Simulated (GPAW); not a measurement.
# Ru (P6_3/mmc) in GPAW: further runs

The runs below take Ru through relaxation of cell and atoms, with PBEsol, PBEsol+D3, PBEsol+D3(BJ), PBEsol+D3(BJ)+ATM, PBEsol+D4.

Everything below comes from runs of GPAW 26.7.0. Logs are shortened: lines on timing, memory, paths and dates and some standing lists are left out, and cuts for length are marked. The log counts tension as positive stress, the text compression.

**1. The structure**

It takes space group P6_3/mmc (No. 194, hexagonal). The conventional cell has a = 2.706 Å, b = 2.706 Å, c = 4.282 Å, α = 90.00°, β = 90.00°, γ = 120.00°. Around Ru (site symmetry -6m2) lie 12 Ru at 2.65 to 2.71 Å.

**2. Relaxation of cell and atoms, PBEsol**

The input, run.py:

```python
from ase import Atoms
from ase.filters import FrechetCellFilter
from ase.io import write
from ase.optimize import BFGS
from gpaw import GPAW, PW, setup_paths

setup_paths.insert(0, '.')

atoms = Atoms(['Ru', 'Ru'],
              cell=[[2.7058, 0.0, 0.0],
                    [-1.3529, 2.3432915376, 0.0],
                    [0.0, 0.0, 4.2819]],
              scaled_positions=[[0.6666666667, 0.3333333333, 0.75],
                                [0.3333333333, 0.6666666667, 0.25]],
              pbc=True)

calc = GPAW(mode=PW(600),
            xc='PBEsol',
            kpts={'size': (8, 8, 5), 'gamma': True},
            occupations={'name': 'fermi-dirac', 'width': 0.05},
            nbands=29,
            convergence={'density': 1e-05, 'forces': 0.0001},
            maxiter=150,
            txt='gpaw.txt')
atoms.calc = calc
opt = BFGS(FrechetCellFilter(atoms), trajectory='relax.traj', logfile='-')
done = opt.run(fmax=0.02, steps=60)
calc.write('gs.gpw')
write('result.traj', atoms)
print('Converged:', done)
print('Cell:', atoms.cell.cellpar().round(4))
print('Volume:', round(atoms.get_volume(), 4))
print(atoms.get_scaled_positions().round(5))
```

Potentials or basis: PAW data sets generated in the run's folder for this functional, pw.

Started as:

```
$ gpaw-setup -f PBEsol Ru
$ OMP_NUM_THREADS=1 python run.py
```

gpaw.txt:

```text
__  _  _
 | _ |_)|_||  |
 |__||  | ||/\| - 26.7.0

Input parameters:
  mode=PW(ecut=600.0),
  convergence={'density': 1e-05, 'forces': 0.0001},
  kpts=MonkhorstPack(size=(8, 8, 5), gamma=True),
  maxiter=150,
  nbands=29,
  occupations=Occupations(name='fermi-dirac', width=0.05),
  xc=XC(name='PBEsol')

Diagonalizing LCAO Hamiltonian
Converting LCAO to pw mode

          Ru

        Ru

Atoms  # Å, Bohr magnetons
|   | symbol |         x |        y |        z |    initial magnetic moments |
|---|--------|-----------|----------|----------|-----------------------------|
| 0 |     Ru |  1.352900 | 0.781097 | 3.211425 | ( 0.0000,  0.0000,  0.0000) |
| 1 |     Ru | -0.000000 | 1.562194 | 1.070475 | ( 0.0000,  0.0000,  0.0000) |

Unit cell  # Å
| periodic |         x |        y |        z |  lengths |     angles |
|----------|-----------|----------|----------|----------|------------|
|      yes |  2.705800 | 0.000000 | 0.000000 | 2.705800 |  90.000000 |
|      yes | -1.352900 | 2.343292 | 0.000000 | 2.705800 |  90.000000 |
|      yes |  0.000000 | 0.000000 | 4.281900 | 4.281900 | 120.000000 |

Number of symmetries: 12
Symmetry operations  # r_c * U_cc + t_c -> r_c
|    | kind |            matrix            |
|----|------|------------------------------|
|  0 |  σ   |  1, 1, 0,  0,-1, 0,  0, 0, 1 |
|  1 |  S6  |  1, 1, 0, -1, 0, 0,  0, 0,-1 |
|  2 |  E   |  1, 0, 0,  0, 1, 0,  0, 0, 1 |
|  3 |  C2  |  1, 0, 0, -1,-1, 0,  0, 0,-1 |
|  4 |  C2  |  0, 1, 0,  1, 0, 0,  0, 0,-1 |
|  5 |  C3  |  0, 1, 0, -1,-1, 0,  0, 0, 1 |
|  6 |  S6  |  0,-1, 0,  1, 1, 0,  0, 0,-1 |
|  7 |  σ   |  0,-1, 0, -1, 0, 0,  0, 0, 1 |
|  8 |  σ   | -1, 0, 0,  1, 1, 0,  0, 0, 1 |
|  9 |  i   | -1, 0, 0,  0,-1, 0,  0, 0,-1 |
| 10 |  C3  | -1,-1, 0,  1, 0, 0,  0, 0, 1 |
| 11 |  C2  | -1,-1, 0,  0, 1, 0,  0, 0,-1 |
[... 110 lines left out ...]
SCF iterations
|iter     | |      energy | eigst |  dens |force |
|---------|-|-------------|-------|-------|------|
|iter:   1| |  -22.584378 | +0.20 |       |      |
|iter:   2| |  -22.220317 | -2.62 | -1.06 |      |
|iter:   3| |  -20.842324 | -1.60 | -1.11 |      |
|iter:   4| |  -20.835197 | -3.97 | -2.11 |      |
|iter:   5| |  -20.832527c| -4.14 | -2.38 |      |
|iter:   6| |  -20.832544c| -6.40 | -3.59 |      |
|iter:   7| |  -20.832549c| -7.01 | -3.94 |      |
|iter:   8| |  -20.832549c| -7.69c| -4.74 |      |
|iter:   9| |  -20.832549c| -8.16c| -5.11c|      |
|iter:  10| |  -20.832549c| -9.04c| -5.71c|-4.43c|

Converged in 10 steps
Energy contributions relative to reference atoms: (reference = -246364.077492)

Energy contributions:
  Kinetic:         -10.870790
  Coulomb:           2.973083
  Zero:             -0.383877
  External:          0.000000
  Xc:              -12.546286
  Entropy:          -0.009357
  Spinorbit:         0.000000
  ----------------------------
  Free energy:     -20.837227
  Extrapolated:    -20.832549
[... 23 lines left out ...]
|         23 |        31.814 |     0.000 |
|         24 |        36.578 |     0.000 |
|        ... |               |           |
|         28 |        38.303 |     0.000 |

No gap
No difference between direct/indirect transitions

Stress tensor  # eV/Ang^3
|         x |         y |         z |
|-----------|-----------|-----------|
|  0.044234 | -0.000000 |  0.000000 |
| -0.000000 |  0.044234 | -0.000000 |
|  0.000000 | -0.000000 |  0.051265 |

Forces  # eV/Ang
|        x |        y |        z |
|----------|----------|----------|
| -0.00000 |  0.00000 | -0.00003 |  # Ru   0
|  0.00000 | -0.00000 |  0.00003 |  # Ru   1

Interpolating wave functions to new cell

          Ru

        Ru

Atoms  # Å, Bohr magnetons
|   | symbol |         x |        y |        z |    initial magnetic moments |
|---|--------|-----------|----------|----------|-----------------------------|
| 0 |     Ru |  1.347110 | 0.777754 | 3.195501 | ( 0.0000,  0.0000,  0.0000) |
| 1 |     Ru | -0.000000 | 1.555508 | 1.065168 | ( 0.0000,  0.0000,  0.0000) |

Unit cell  # Å
| periodic |         x |        y |        z |  lengths |     angles |
|----------|-----------|----------|----------|----------|------------|
|      yes |  2.694220 | 0.000000 | 0.000000 | 2.694220 |  90.000000 |
|      yes | -1.347110 | 2.333263 | 0.000000 | 2.694220 |  90.000000 |
|      yes | -0.000000 | 0.000000 | 4.260669 | 4.260669 | 120.000000 |

Number of symmetries: 12
Symmetry operations  # r_c * U_cc + t_c -> r_c
|    | kind |            matrix            |
|----|------|------------------------------|
|  0 |  σ   |  1, 1, 0,  0,-1, 0,  0, 0, 1 |
|  1 |  S6  |  1, 1, 0, -1, 0, 0,  0, 0,-1 |
|  2 |  E   |  1, 0, 0,  0, 1, 0,  0, 0, 1 |
|  3 |  C2  |  1, 0, 0, -1,-1, 0,  0, 0,-1 |
|  4 |  C2  |  0, 1, 0,  1, 0, 0,  0, 0,-1 |
|  5 |  C3  |  0, 1, 0, -1,-1, 0,  0, 0, 1 |
|  6 |  S6  |  0,-1, 0,  1, 1, 0,  0, 0,-1 |
|  7 |  σ   |  0,-1, 0, -1, 0, 0,  0, 0, 1 |
|  8 |  σ   | -1, 0, 0,  1, 1, 0,  0, 0, 1 |
|  9 |  i   | -1, 0, 0,  0,-1, 0,  0, 0,-1 |
| 10 |  C3  | -1,-1, 0,  1, 0, 0,  0, 0, 1 |
| 11 |  C2  | -1,-1, 0,  0, 1, 0,  0, 0,-1 |
[... 110 lines left out ...]
SCF iterations
|iter     | |      energy | eigst |  dens |force |
|---------|-|-------------|-------|-------|------|
|iter:   1| |  -20.859539 | -2.30 |       |      |
|iter:   2| |  -20.855698 | -4.89 | -2.08 |      |
|iter:   3| |  -20.843335 | -3.73 | -2.13 |      |
|iter:   4| |  -20.843777c| -5.51 | -3.11 |      |
|iter:   5| |  -20.844013c| -5.60 | -3.31 |      |
|iter:   6| |  -20.844014c| -7.99c| -4.22 |      |
|iter:   7| |  -20.844015c| -8.37c| -4.49 |      |
|iter:   8| |  -20.844015c| -9.06c| -5.48c|      |
|iter:   9| |  -20.844015c| -9.78c| -6.08c|-5.13c|

Converged in 9 steps
Energy contributions relative to reference atoms: (reference = -246364.077492)

Energy contributions:
  Kinetic:          -8.037086
  Coulomb:           0.668505
  Zero:             -0.398804
  External:          0.000000
  Xc:              -13.072008
  Entropy:          -0.009244
  Spinorbit:         0.000000
  ----------------------------
  Free energy:     -20.848637
  Extrapolated:    -20.844015
[... 23 lines left out ...]
|         23 |        32.129 |     0.000 |
|         24 |        37.043 |     0.000 |
|        ... |               |           |
|         28 |        38.678 |     0.000 |

No gap
No difference between direct/indirect transitions

Stress tensor  # eV/Ang^3
|        x |         y |         z |
|----------|-----------|-----------|
| 0.018342 |  0.000000 |  0.000000 |
| 0.000000 |  0.018342 | -0.000000 |
| 0.000000 | -0.000000 |  0.021835 |

Forces  # eV/Ang
|        x |       y |        z |
|----------|---------|----------|
|  0.00000 | 0.00000 | -0.00000 |  # Ru   0
| -0.00000 | 0.00000 |  0.00000 |  # Ru   1

Interpolating wave functions to new cell

          Ru

        Ru

Atoms  # Å, Bohr magnetons
|   | symbol |         x |        y |        z |    initial magnetic moments |
|---|--------|-----------|----------|----------|-----------------------------|
| 0 |     Ru |  1.343085 | 0.775430 | 3.184139 | ( 0.0000,  0.0000,  0.0000) |
| 1 |     Ru | -0.000000 | 1.550861 | 1.061380 | ( 0.0000,  0.0000,  0.0000) |

Unit cell  # Å
| periodic |         x |         y |         z |  lengths |     angles |
|----------|-----------|-----------|-----------|----------|------------|
|      yes |  2.686170 | -0.000000 |  0.000000 | 2.686170 |  90.000000 |
|      yes | -1.343085 |  2.326291 | -0.000000 | 2.686170 |  90.000000 |
|      yes |  0.000000 |  0.000000 |  4.245520 | 4.245520 | 120.000000 |

Number of symmetries: 12
Symmetry operations  # r_c * U_cc + t_c -> r_c
|    | kind |            matrix            |
|----|------|------------------------------|
|  0 |  σ   |  1, 1, 0,  0,-1, 0,  0, 0, 1 |
|  1 |  S6  |  1, 1, 0, -1, 0, 0,  0, 0,-1 |
|  2 |  E   |  1, 0, 0,  0, 1, 0,  0, 0, 1 |
|  3 |  C2  |  1, 0, 0, -1,-1, 0,  0, 0,-1 |
|  4 |  C2  |  0, 1, 0,  1, 0, 0,  0, 0,-1 |
|  5 |  C3  |  0, 1, 0, -1,-1, 0,  0, 0, 1 |
|  6 |  S6  |  0,-1, 0,  1, 1, 0,  0, 0,-1 |
|  7 |  σ   |  0,-1, 0, -1, 0, 0,  0, 0, 1 |
|  8 |  σ   | -1, 0, 0,  1, 1, 0,  0, 0, 1 |
|  9 |  i   | -1, 0, 0,  0,-1, 0,  0, 0,-1 |
| 10 |  C3  | -1,-1, 0,  1, 0, 0,  0, 0, 1 |
| 11 |  C2  | -1,-1, 0,  0, 1, 0,  0, 0,-1 |
[... 110 lines left out ...]
SCF iterations
|iter     | |      energy | eigst |  dens |force |
|---------|-|-------------|-------|-------|------|
|iter:   1| |  -20.853694 | -2.59 |       |      |
|iter:   2| |  -20.851802 | -5.20 | -2.23 |      |
|iter:   3| |  -20.845683c| -4.05 | -2.29 |      |
|iter:   4| |  -20.845895c| -5.81 | -3.26 |      |
|iter:   5| |  -20.846010c| -5.91 | -3.47 |      |
|iter:   6| |  -20.846011c| -8.26c| -4.36 |      |
|iter:   7| |  -20.846011c| -8.67c| -4.64 |      |
|iter:   8| |  -20.846011c| -9.19c| -5.56c|      |
|iter:   9| |  -20.846011c|-10.01c| -6.19c|-4.57c|

Converged in 9 steps
Energy contributions relative to reference atoms: (reference = -246364.077492)

Energy contributions:
  Kinetic:          -5.967392
  Coulomb:          -1.013138
  Zero:             -0.410116
  External:          0.000000
  Xc:              -13.450781
  Entropy:          -0.009169
  Spinorbit:         0.000000
  ----------------------------
  Free energy:     -20.850596
  Extrapolated:    -20.846011
[... 23 lines left out ...]
|         23 |        32.354 |     0.000 |
|         24 |        37.373 |     0.000 |
|        ... |               |           |
|         28 |        38.944 |     0.000 |

No gap
No difference between direct/indirect transitions

Stress tensor  # eV/Ang^3
|         x |         y |         z |
|-----------|-----------|-----------|
| -0.000870 |  0.000000 |  0.000000 |
|  0.000000 | -0.000870 |  0.000000 |
|  0.000000 |  0.000000 | -0.000304 |

Forces  # eV/Ang
|        x |        y |        z |
|----------|----------|----------|
|  0.00000 | -0.00000 |  0.00003 |  # Ru   0
| -0.00000 |  0.00000 | -0.00003 |  # Ru   1

# Writing to gs.gpw (mode='')
```

Run time: 28 s. Hardware: 1 thread of Intel Xeon 6975P-C (Granite Rapids), shared host; peak memory 0.17 GiB.

Results:

| Property | Result |
| --- | --- |
| Free energy | -20.8506 eV |
| Relaxed volume | 13.26 Å³/atom |
| Relaxed cell | a = 2.686 Å, b = 2.686 Å, c = 4.246 Å, α = 90.00°, β = 90.00°, γ = 120.00° |
| Space group after relaxing (to 0.05 Å) | P6_3/mmc (No. 194) |
| Energy gained by relaxing | 6.7 meV/atom |
| Ionic steps | 3 |
| Pressure after relaxing | 0.1 GPa |
| Band gap on the k mesh | none (metal or under the smearing width) |

Stress tensor (GPa, compression positive):
```
0.14 0.00 0.00
0.00 0.14 0.00
0.00 0.00 0.05
```

The path:
```
step  energy change (eV)  largest force (eV/Å)  pressure (GPa)  volume (Å³)
   1              0.0000                0.0000           -7.46        27.15
   2             -0.0115                0.0000           -3.13        26.78
   3             -0.0135                0.0000            0.11        26.53
```

Final structure:
```
Ru
1.0
     2.68617    0.00000    0.00000
    -1.34308    2.32629    0.00000
     0.00000    0.00000    4.24552
Ru
2
Direct
  0.66667 0.33333 0.75000
  0.33333 0.66667 0.25000
```

Levels at points of the mesh, in eV from the Fermi level:
| k point | band 14 | band 15 | band 16 | band 17 | band 18 | band 19 |
| --- | --- | --- | --- | --- | --- | --- |
| (0.00, 0.00, 0.00) | -1.96 | -1.96 | -1.43 | -1.43 | 1.24 | 1.24 |
| (0.50, 0.50, 0.00) | -1.83 | -1.55 | 1.50 | 1.94 | 2.01 | 4.20 |

Caveat: later steps reuse the first step's grids.

(Part 1 of 2 ends here.)
